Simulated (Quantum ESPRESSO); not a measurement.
## SnTe: equation of state with r2SCAN

Crystal: SnTe.

```
Te Sn
1.0
     0.00000    3.15085    3.15085
     3.15085    0.00000    3.15085
     3.15085    3.15085    0.00000
Te Sn
1 1
Direct
  0.50000 0.50000 0.50000
  0.00000 0.00000 0.00000
```

```yaml
Program: Quantum ESPRESSO 7.5
Task: equation of state
Functional: r2SCAN
Potentials_or_basis: SG15 PBE 1.2
Cutoff: 952 eV
Density_cutoff: 3810 eV
k_mesh: 5 × 5 × 5
Occupations: fermi-dirac, width 0.05 eV
Spin: no spin polarisation
Symmetry: off
Mixing_beta: 0.5
Most_SCF_iterations: 120
SCF_threshold: 1e-08 Ry
```

```
Equilibrium volume                      : 31.81 Å³/atom
Bulk modulus                            : 45 GPa
Pressure derivative of the bulk modulus : 4.0
```

Energy against volume, from the lowest point:
```tsv
volume (Å³/atom)	energy (meV/atom)
29.404	28.96
30.030	15.30
30.656	6.21
31.281	1.24
31.907	0.00
32.532	2.14
33.158	7.36
```

All runs of the series together: 29 min on 2 threads of Intel(R) Xeon(R) Platinum 8375C CPU @ 2.90GHz (Ice Lake), with other jobs on the host.

Caveat: the potentials were made for another functional, which shifts forces and pressure. Zero-point motion and thermal expansion aren't in these numbers.
